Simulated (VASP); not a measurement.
# Cr in VASP: settings compared, part 2 of 2

VASP 6.6.1.

## 3. Work function, PBE

Input file INCAR:

```
PREC     = Accurate       # precision mode
ENCUT    = 520            # plane-wave cutoff, eV
EDIFF    = 1E-7           # SCF threshold, eV
ISMEAR   = -1             # smearing method
SIGMA    = 0.05           # smearing width, eV
LREAL    = False          # projectors in reciprocal space
LASPH    = True           # aspherical terms in the spheres
NELM     = 100            # most SCF steps
ALGO     = Normal         # electronic algorithm
ISIF     = 2              # what is computed and relaxed
LWAVE    = False          # write WAVECAR
LCHARG   = True           # write CHGCAR
GGA      = PE             # functional
LELF     = True           # ELF
LVHAR    = True         
LVACPOTAV= True
```

Input file KPOINTS:

```
regular mesh
0
Gamma
  12 9 1
```

Input file POSCAR:

```
Cr
1.0
    2.8850000000      0.0000000000      0.0000000000
    0.0000000000      4.0800061274      0.0000000000
    0.0000000000      0.0000000000     26.1600122549
Cr
10
Direct
    0.0000000000      0.0000000000      0.3440365361
    0.5000000000      0.5000000000      0.3440365361
    0.5000000000      0.0000000000      0.4220182680
    0.0000000000      0.5000000000      0.4220182680
    0.0000000000      0.0000000000      0.5000000000
    0.5000000000      0.5000000000      0.5000000000
    0.5000000000      0.0000000000      0.5779817320
    0.0000000000      0.5000000000      0.5779817320
    0.0000000000      0.0000000000      0.6559634639
    0.5000000000      0.5000000000      0.6559634639
```

Potentials or basis: VASP PAW PBE potentials, release 64 (Cr_pv).

The run is started by

```sh
$ cat potpaw_PBE.64/Cr_pv/POTCAR > POTCAR
$ mpirun -np 1 vasp_std > vasp.out
```

OUTCAR:

```text
PREC = Accurate
   ENCUT = 520
   EDIFF = 1E-7
   ISMEAR = -1
   LREAL = False
   LASPH = True
   NELM = 100
   ISIF = 2
   GGA = PE

 ion  position               nearest neighbor table
   1  0.000  0.000  0.344-   3 2.50   3 2.50   2 2.50   2 2.50   2 2.50   2 2.50   4 2.88   4 2.88

   2  0.500  0.500  0.344-   4 2.50   4 2.50   1 2.50   1 2.50   1 2.50   1 2.50   3 2.88   3 2.88

   3  0.500  0.000  0.422-   1 2.50   1 2.50   4 2.50   4 2.50   4 2.50   4 2.50   5 2.50   5 2.50
                             2 2.88   2 2.88   6 2.89   6 2.89
   4  0.000  0.500  0.422-   2 2.50   2 2.50   3 2.50   3 2.50   3 2.50   3 2.50   6 2.50   6 2.50
                             1 2.88   1 2.88   5 2.89   5 2.89
   5  0.000  0.000  0.500-   6 2.50   6 2.50   6 2.50   6 2.50   3 2.50   7 2.50   7 2.50   3 2.50
                             8 2.89   4 2.89   4 2.89   8 2.89
   6  0.500  0.500  0.500-   5 2.50   5 2.50   5 2.50   5 2.50   4 2.50   8 2.50   8 2.50   4 2.50
                             3 2.89   3 2.89   7 2.89   7 2.89
   7  0.500  0.000  0.578-   9 2.50   9 2.50   8 2.50   8 2.50   8 2.50   8 2.50   5 2.50   5 2.50
                            10 2.88  10 2.88   6 2.89   6 2.89
   8  0.000  0.500  0.578-  10 2.50  10 2.50   7 2.50   7 2.50   7 2.50   7 2.50   6 2.50   6 2.50
                             9 2.88   9 2.88   5 2.89   5 2.89
[... 230 lines left out ...]
      2     -42.3297      2.00000
      3     -42.3272      2.00000
      4     -42.2195      2.00000
      5     -42.1649      2.00000
      6     -42.1344      2.00000
[... 1789 lines left out ...]
     71       1.9747      0.00000
     72       2.1241      0.00000

 [... further k-points ...]
[... 5 lines left out ...]
  --------------------------------------------------------------------------------------
  -------------------------------------------------------------------------------------
  Total      -12.5177455    -13.1632961     -9.3264530      0.0000000      0.0000000      0.0000000
  in kB      -65.1316566    -68.4905507    -48.5268959      0.0000000      0.0000000      0.0000000
  external PRESSURE =     -60.7163677 kB  Pullay stress =       0.0000000 kB

 VOLUME and BASIS-vectors are now :
 -----------------------------------------------------------------------------
  energy-cutoff  :      520.00
  volume of cell :      307.92
      direct lattice vectors                 reciprocal lattice vectors
     2.885000000  0.000000000  0.000000000     0.346620451  0.000000000  0.000000000
     0.000000000  4.080006127  0.000000000     0.000000000  0.245097671  0.000000000
     0.000000000  0.000000000 26.160012255     0.000000000  0.000000000  0.038226282

 POSITION                                       TOTAL-FORCE (eV/Angst)
 -----------------------------------------------------------------------------------
      0.00000      0.00000      9.00000        -0.000000     -0.000000      0.799062
      1.44250      2.04000      9.00000        -0.000000      0.000000      0.799062
      1.44250      0.00000     11.04000         0.000000     -0.000000     -0.464392
      0.00000      2.04000     11.04000        -0.000000     -0.000000     -0.464392
      0.00000      0.00000     13.08001         0.000000     -0.000000     -0.000000
      1.44250      2.04000     13.08001        -0.000000     -0.000000     -0.000000
      1.44250      0.00000     15.12001        -0.000000     -0.000000      0.464392
      0.00000      2.04000     15.12001         0.000000     -0.000000      0.464392
      0.00000      0.00000     17.16001         0.000000     -0.000000     -0.799062
      1.44250      2.04000     17.16001         0.000000      0.000000     -0.799062
 -----------------------------------------------------------------------------------
    total drift:                                0.000000      0.000000      0.000000

  FREE ENERGIE OF THE ION-ELECTRON SYSTEM (eV)
  ---------------------------------------------------
  free  energy   TOTEN  =       -90.1145262892 eV

  energy  without entropy=      -90.0277542196  energy(sigma->0) =      -90.07114025
```

OSZICAR:

```text
N       E                     dE             d eps       ncg     rms          rms(c)
DAV:   1     0.147512085629E+04    0.14751E+04   -0.74284E+04  6000   0.171E+03
DAV:   2    -0.107168468651E+02   -0.14858E+04   -0.14530E+04  5040   0.534E+02
DAV:   3    -0.102775073994E+03   -0.92058E+02   -0.89454E+02  7600   0.139E+02
[... 26 lines left out ...]
DAV:  30    -0.901145243256E+02   -0.28970E-05   -0.17511E-07  3944   0.265E-03    0.483E-04
DAV:  31    -0.901145252236E+02   -0.89796E-06   -0.28471E-08  3504   0.551E-04    0.184E-04
DAV:  32    -0.901145259850E+02   -0.76139E-06   -0.37257E-08  3552   0.286E-04    0.189E-04
DAV:  33    -0.901145261899E+02   -0.20496E-06   -0.12419E-08  3400   0.455E-04    0.155E-04
DAV:  34    -0.901145262892E+02   -0.99259E-07   -0.61284E-09  3352   0.230E-04
   1 F= -.90114526E+02 E0= -.90071140E+02  d E =-.867721E-01
```

stdout:

```text
POSCAR found type information on POSCAR Cr
 POSCAR found :  1 types and      10 ions
 scaLAPACK will be used
 LDA part: xc-table for (Slater+PW92), standard interpolation
 POSCAR, INCAR and KPOINTS ok, starting setup
 FFT: planning ... GRIDC
 FFT: planning ... GRID_SOFT
 FFT: planning ... GRID
 WAVECAR not read
 entering main loop
```

Run time: 56 min. Hardware: 1 thread of Intel Xeon Platinum 8375C at 2.90GHz (Ice Lake), shared host; peak memory 0.69 GiB.

What came out:

```yaml
Free_energy: -90.1145 eV
Largest_force: 0.799 eV/Å
Band_gap_on_the_k_mesh: none (metal or under the smearing width)
```

Forces on the atoms (eV/Å):
```
Cr   0.000  0.000  0.799
Cr   0.000  0.000  0.799
Cr   0.000  0.000 -0.464
Cr   0.000  0.000 -0.464
Cr   0.000  0.000  0.000
Cr   0.000  0.000  0.000
Cr   0.000  0.000  0.464
Cr   0.000  0.000  0.464
Cr   0.000  0.000 -0.799
Cr   0.000  0.000 -0.799
```

Levels at points of the mesh, in eV from the Fermi level:
```
           k point  band 56  band 57  band 58  band 59  band 60  band 61  band 62  band 63  band 64  band 65
(0.00, 0.00, 0.00)    -0.66    -0.23    -0.02     0.05     0.48     0.49     0.51     0.72     0.82     0.86
(0.50, 0.00, 0.00)    -1.07    -0.75    -0.75    -0.69    -0.69    -0.57    -0.57     0.11     0.11     0.66
```

Caveat: the run has no spin polarisation, though such a crystal can be magnetic.

## 4. Work function, PBEsol

INCAR: that of step 3 with these lines changed.

```diff
@@ -12,3 +12,3 @@
 LCHARG   = True           # write CHGCAR
-GGA      = PE             # functional
+GGA      = PS             # functional
 LELF     = True           # ELF
```

KPOINTS is that of step 3.

POSCAR is that of step 3.

Potentials or basis: VASP PAW PBE potentials, release 64 (Cr_pv).

The run is started by

```sh
$ cat potpaw_PBE.64/Cr_pv/POTCAR > POTCAR
$ mpirun -np 1 vasp_std > vasp.out
```

OUTCAR:

```text
PREC = Accurate
   ENCUT = 520
   EDIFF = 1E-7
   ISMEAR = -1
   LREAL = False
   LASPH = True
   NELM = 100
   ISIF = 2
   GGA = PS

 ion  position               nearest neighbor table
   1  0.000  0.000  0.344-   3 2.50   3 2.50   2 2.50   2 2.50   2 2.50   2 2.50   4 2.88   4 2.88

   2  0.500  0.500  0.344-   4 2.50   4 2.50   1 2.50   1 2.50   1 2.50   1 2.50   3 2.88   3 2.88

   3  0.500  0.000  0.422-   1 2.50   1 2.50   4 2.50   4 2.50   4 2.50   4 2.50   5 2.50   5 2.50
                             2 2.88   2 2.88   6 2.89   6 2.89
   4  0.000  0.500  0.422-   2 2.50   2 2.50   3 2.50   3 2.50   3 2.50   3 2.50   6 2.50   6 2.50
                             1 2.88   1 2.88   5 2.89   5 2.89
[... 2047 lines left out ...]
 VOLUME and BASIS-vectors are now :
 -----------------------------------------------------------------------------
  energy-cutoff  :      520.00
  volume of cell :      307.92
      direct lattice vectors                 reciprocal lattice vectors
     2.885000000  0.000000000  0.000000000     0.346620451  0.000000000  0.000000000
     0.000000000  4.080006127  0.000000000     0.000000000  0.245097671  0.000000000
     0.000000000  0.000000000 26.160012255     0.000000000  0.000000000  0.038226282

 POSITION                                       TOTAL-FORCE (eV/Angst)
 -----------------------------------------------------------------------------------
      0.00000      0.00000      9.00000         0.000000      0.000000      1.116145
      1.44250      2.04000      9.00000         0.000000     -0.000000      1.116145
      1.44250      0.00000     11.04000        -0.000000     -0.000000     -0.459240
      0.00000      2.04000     11.04000         0.000000     -0.000000     -0.459240
      0.00000      0.00000     13.08001        -0.000000      0.000000      0.000000
      1.44250      2.04000     13.08001        -0.000000     -0.000000     -0.000000
      1.44250      0.00000     15.12001        -0.000000      0.000000      0.459240
      0.00000      2.04000     15.12001        -0.000000      0.000000      0.459240
      0.00000      0.00000     17.16001         0.000000     -0.000000     -1.116145
      1.44250      2.04000     17.16001         0.000000      0.000000     -1.116145
 -----------------------------------------------------------------------------------
    total drift:                                0.000000      0.000000     -0.000000

  FREE ENERGIE OF THE ION-ELECTRON SYSTEM (eV)
  ---------------------------------------------------
  free  energy   TOTEN  =       -96.4347721551 eV

  energy  without entropy=      -96.3473132315  energy(sigma->0) =      -96.39104269
```

OSZICAR:

```text
N       E                     dE             d eps       ncg     rms          rms(c)
DAV:   1     0.147961897489E+04    0.14796E+04   -0.74041E+04  5952   0.171E+03
DAV:   2    -0.181536893904E+02   -0.14978E+04   -0.14645E+04  5040   0.535E+02
DAV:   3    -0.111412450559E+03   -0.93259E+02   -0.90652E+02  7552   0.140E+02
[... 25 lines left out ...]
DAV:  29    -0.964347686709E+02   -0.61253E-05   -0.32537E-07  3824   0.110E-03    0.148E-03
DAV:  30    -0.964347707697E+02   -0.20988E-05   -0.13924E-07  3792   0.201E-03    0.325E-04
DAV:  31    -0.964347719528E+02   -0.11832E-05   -0.90862E-08  3728   0.105E-03    0.688E-04
DAV:  32    -0.964347720797E+02   -0.12689E-06   -0.23206E-08  3384   0.112E-03    0.197E-04
DAV:  33    -0.964347721551E+02   -0.75368E-07   -0.51506E-09  3344   0.229E-04
   1 F= -.96434772E+02 E0= -.96391043E+02  d E =-.874589E-01
```

Run time: 49 min. Hardware: 1 thread of Intel Xeon Platinum 8375C at 2.90GHz (Ice Lake), shared host; peak memory 0.69 GiB.

Results:

```yaml
Free_energy: -96.4348 eV
Largest_force: 1.116 eV/Å
Band_gap_on_the_k_mesh: none (metal or under the smearing width)
```

Forces on the atoms (eV/Å):
```
Cr   0.000  0.000  1.116
Cr   0.000  0.000  1.116
Cr   0.000  0.000 -0.459
Cr   0.000  0.000 -0.459
Cr   0.000  0.000  0.000
Cr   0.000  0.000  0.000
Cr   0.000  0.000  0.459
Cr   0.000  0.000  0.459
Cr   0.000  0.000 -1.116
Cr   0.000  0.000 -1.116
```

Caveat: the PAW data sets were made with another functional, which shifts forces and pressure a little; the run has no spin polarisation, though such a crystal can be magnetic. Spin polarisation is off, so any magnetic state and its effect on volume and gap are missing.

## 5. Summary

| level | potentials or basis | gap on the mesh (eV) | largest force (eV/Å) |
| --- | --- | --- | --- |
| LDA | VASP PAW LDA potentials, release 64 (Cr_pv) | none | 1.35 |
| PBE | VASP PAW PBE potentials, release 64 (Cr_pv) | none | 0.80 |
| PBEsol | VASP PAW PBE potentials, release 64 (Cr_pv) | none | 1.12 |

Alike in all rows: task work function; no spin polarisation; cell as given; k mesh 12 × 9 × 1; cutoff (eV) 520; smearing fermi-dirac 0.05 eV.

Caveats: the run has no spin polarisation, though such a crystal can be magnetic; the PAW data sets were made with another functional, which shifts forces and pressure a little (some runs).

Total energies depend on the potentials used, so only differences within one code and one set of settings carry meaning.
